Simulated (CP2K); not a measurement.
PtS2:

```
Pt S
1.0
     3.54320    0.00000    0.00000
    -1.77160    3.06850    0.00000
     0.00000    0.00000    5.03880
Pt S
1 2
Cartesian
  0.0000 0.0000 0.0000
  1.7716 1.0228 3.8950
  0.0000 2.0457 1.1438
```

Base run:

```yaml
Program: CP2K 2026.2
Functional: r2SCAN
Potentials_or_basis: POTENTIAL_UZH Pt GTH-PBE-q18, S GTH-PBE-q6; TZVP-MOLOPT-PBE-GTH basis
Density_cutoff: 9184 eV
k_mesh: 9 × 9 × 5
Occupations: fermi-dirac, width 0.05 eV
Spin: no spin polarisation
```

Its results: band gap on the k mesh 1.19 eV, indirect (least direct gap 1.26 eV); pressure 10.1 GPa; largest force 1.409 eV/Å.

The run is repeated on the same cell with these changes: functional from r2SCAN to WC. What comes out?

Band gap on the k mesh 0.96 eV, indirect (least direct gap 1.01 eV); pressure 8.7 GPa; largest force 1.286 eV/Å.

r2SCAN gives the wider gap, since meta-GGAs in the generalised Kohn-Sham scheme recover part of the derivative discontinuity.

Caveats: the potentials were made for another functional, which shifts forces and pressure; spin-orbit coupling is left out, which moves the levels of the heavy elements; an odd mesh through Γ misses points on the zone boundary, where band edges often lie; the basis of atomic orbitals isn't converged, which shifts pressures, moduli and gaps.
